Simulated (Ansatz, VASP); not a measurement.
**One calculation of Cu, two programs**

```
Cu
1.0
    -1.42115    1.42115    1.41736
     1.42115   -1.42115    1.41736
     1.42115    1.42115   -1.41736
Cu
1
Direct
  0.00000 0.00000 0.00000
```

Change from the starting cell: strain -0.015 along x and y, +0.030 along z, atoms carried along.

Alike in both runs: task single point; functional PBEsol; k mesh 24 × 24 × 24; occupations gaussian, width 0.15 eV; no spin polarisation.

```csv
,VASP,Ansatz
version,VASP 6.6.1,Ansatz 0.2.0
potentials or method,"VASP PAW PBE potentials, release 64 (Cu)","scalar-relativistic, plane waves, PAW"
plane-wave cutoff (eV),520,420
valence electrons in the cell,11,19
```

Ansatz gave:

- gap on the k mesh at the Fermi level (eV): none
- pressure (GPa): -1.4

Task: Estimate VASP's values.

Result: gap on the k mesh at the Fermi level (eV): none; pressure (GPa): -0.5.

A gap of «none» marks a metal or a gap that the smearing closes. With one functional, cell and mesh, what is left measures potentials, basis and numerics. The two sets of potentials don't hold the same shells in valence.

Caveats: the PAW data sets were made with another functional, which shifts forces and pressure a little (VASP).
